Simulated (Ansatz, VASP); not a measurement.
# Two plane-wave programs on As

File INCAR:

```
SYSTEM = As
  PREC = Accurate
  ENCUT = 520
  EDIFF = 1E-7
  ISMEAR = -1
  SIGMA = 0.05
  LREAL = .False.
  LASPH = .True.
  NELM = 100
  ALGO = Normal
  ISIF = 2
  LWAVE = .False.
  LCHARG = .False.
  GGA = PS
  NBANDS = 18
```

Contents of KPOINTS:

```
regular mesh
0
Gamma
  8 8 6
  0 0 0
```

The input POSCAR:

```
As
1.0
    1.8250000000     -5.5000000000      0.0000000000
    1.8250000000      5.5000000000      0.0000000000
    0.0000000000      0.0000000000      4.4700000000
As
4
Direct
    0.3753660000      0.6033550000      0.5586570000
    0.8865400000      0.1052810000      0.9396570000
    0.6182930000      0.3925030000      0.4395750000
    0.1142740000      0.8924760000      0.0569400000
```

The input input.yaml:

```yaml
crystal:
  lattice:
    - [1.825, -5.5, 0.0]
    - [1.825, 5.5, 0.0]
    - [0.0, 0.0, 4.47]
  atoms:
    - { symbol: As, position: [0.375366, 0.603355, 0.558657] }
    - { symbol: As, position: [0.88654, 0.105281, 0.939657] }
    - { symbol: As, position: [0.618293, 0.392503, 0.439575] }
    - { symbol: As, position: [0.114274, 0.892476, 0.05694] }
hamiltonian:
  xc: pbesol
  pseudopotentials: { kind: paw }
kpoints:
  mp_grid: { grid: [8, 8, 6] }
scf:
  occupations: { method: fermi_dirac, width: 0.05 }
output:
  forces: true
  stress: true
  eigenvalues: true
```

Change from the starting cell: atoms moved at random, drawn with an rms of 0.05 Å.

Alike in both runs: task single point; functional PBEsol; k mesh 8 × 8 × 6; occupations fermi-dirac, width 0.05 eV; no spin polarisation.

```csv
,VASP,Ansatz
version,VASP 6.6.1,Ansatz 0.2.0
potentials or method,"VASP PAW PBE potentials, release 64 (As)",Ansatz PAW
plane-wave cutoff (eV),520,420
valence electrons in the cell,20,60
```

Ansatz gave:

```
gap on the k mesh at the Fermi level (eV)       : none
pressure (GPa)                                  : -1.2
largest component of the traceless stress (GPa) : 1.31
rms of the force components (eV/Å)              : 0.194
```

Q: Which values does VASP return?

A: gap on the k mesh at the Fermi level (eV): none; pressure (GPa): -0.9; largest component of the traceless stress (GPa): 1.30; rms of the force components (eV/Å): 0.174.

Atom by atom the forces differ by 0.041 eV/Å (rms over components). A gap of «none» marks a metal or a gap that the smearing closes. With one functional, cell and mesh, what is left measures potentials, basis and numerics. The two sets of potentials don't hold the same shells in valence.

Caveats: the PAW data sets were made with another functional, which shifts forces and pressure a little (VASP); the PAW data sets come from PBE, with cores solved anew for the run's functional, which leaves a small shift of forces and pressure (Ansatz).
